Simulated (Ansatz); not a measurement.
# KBr: the cell at several levels of theory

The task here is to estimate one member of a computed series from the others.

The runs shown are made with Ansatz 0.2.0. PAW datasets, plane waves, zero pressure. The cell comes from a prototype generator: it can be a known phase or a hypothetical one. Spin polarisation is off.

### The cell

The symmetry is P6_3/mmc (No. 194, hexagonal); conventional cell a = 5.256 Å, c = 6.570 Å, 39.30 Å³ an atom. Around K lie 5 Br at 3.03–3.28 Å; around Br lie 5 K at 3.03–3.28 Å.

Structure file:

```xyz
4
Lattice="5.2562 0.0000 0.0000 -2.6281 4.5520 0.0000 0.0000 0.0000 6.5699" Properties=species:S:1:pos:R:3 pbc="T T T"
K     0.0000    3.0347    1.6425
K     2.6281    1.5173    4.9274
Br    2.6281    1.5173    1.6425
Br    0.0000    3.0347    4.9274
```

The first run:

Input file input.yaml:

```yaml
crystal:
  lattice:
    - [5.2561962849, 0.0, 0.0]
    - [-2.6280981424, 4.55199951, 0.0]
    - [0.0, 0.0, 6.5698962]
  atoms:
    - { symbol: K, position: [0.3333333333, 0.6666666667, 0.25] }
    - { symbol: K, position: [0.6666666667, 0.3333333333, 0.75] }
    - { symbol: Br, position: [0.6666666667, 0.3333333333, 0.25] }
    - { symbol: Br, position: [0.3333333333, 0.6666666667, 0.75] }
kpoints:
  mp_grid: { grid: [6, 6, 4] }
hamiltonian:
  xc: pbe
scf:
  occupations: { method: fermi_dirac, width: 0.02 }
relax:
  f_tol: 0.005
  cell: {}
```

Among the steps run: PBE: cell and atoms; r2SCAN: cell and atoms; PBEsol: cell and atoms; LDA: cell and atoms; Relaxation with HSE06.

One of the session's tables, all rows but one given; the rest of the session is left out.

```
 level  a (Å)  c (Å)  volume (Å³/atom)
   PBE  5.672  6.651            46.324
r2SCAN  5.618  6.554            44.785
PBEsol      ?      ?                 ?
   LDA  5.424  6.323            40.280
 HSE06  5.650  6.614            45.710
```

Q: Estimate the row for PBEsol from the others.

The run gave: a (Å): 5.571; c (Å): 6.495; volume (Å³/atom): 43.637. In the column «a (Å)» it lies between LDA (5.424) and r2SCAN (5.618).

The volume runs from LDA (least) to PBE (most), a spread of 15.0 %, or 4.8 % in length if all axes shared it alike. The meshes differ: PBE 6×6×4, r2SCAN 6×6×4, PBEsol 6×6×4, LDA 6×6×4, HSE06 6×6×2.
